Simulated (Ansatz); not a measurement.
AlNi:

```
Ni Al
1.0
     2.88100    0.00000    0.00000
     0.00000    2.88100    0.00000
     0.00000    0.00000    2.88100
Ni Al
1 1
Direct
  0.50000 0.50000 0.50000
  0.00000 0.00000 0.00000
```

Base run:

| Property | Result |
| --- | --- |
| Program | Ansatz 0.2.0 |
| Functional | PBEsol |
| Potentials or basis | Ansatz PAW |
| Cutoff | 420 eV (not typed: the program's choice for these potentials) |
| k mesh | 8 × 8 × 8 |
| Occupations | fermi-dirac, width 0.05 eV |
| Spin | collinear spin, ferromagnetic start |
| Starting moments | [2.0, 0.0] μB |
| Fixed moment | 2 μB |

Its results: pressure 15.7 GPa; site moments Ni +1.31; Al +0.24 μB.

Task: After a change of settings the same cell gave: pressure -0.9 GPa; site moments Ni +0.58; Al +0.08 μB. Which change was it?
A. fixed moment from 2 μB to 0.8 μB; moments at the start from [2.0, 0.0] to [0.8, 0.0]
B. fixed moment from 2 μB to 1 μB; moments at the start from [2.0, 0.0] to [1.0, 0.0]
C. fixed moment from 2 μB to 0.5 μB; moments at the start from [2.0, 0.0] to [0.5, 0.0]
D. fixed moment from 2 μB to 1.2 μB; moments at the start from [2.0, 0.0] to [1.2, 0.0]

Result: A.

Caveats: the total moment is fixed, so each spin has its own Fermi level; the PAW data sets come from PBE, with cores solved anew for the run's functional, which leaves a small shift of forces and pressure; the thresholds are loose for stress.
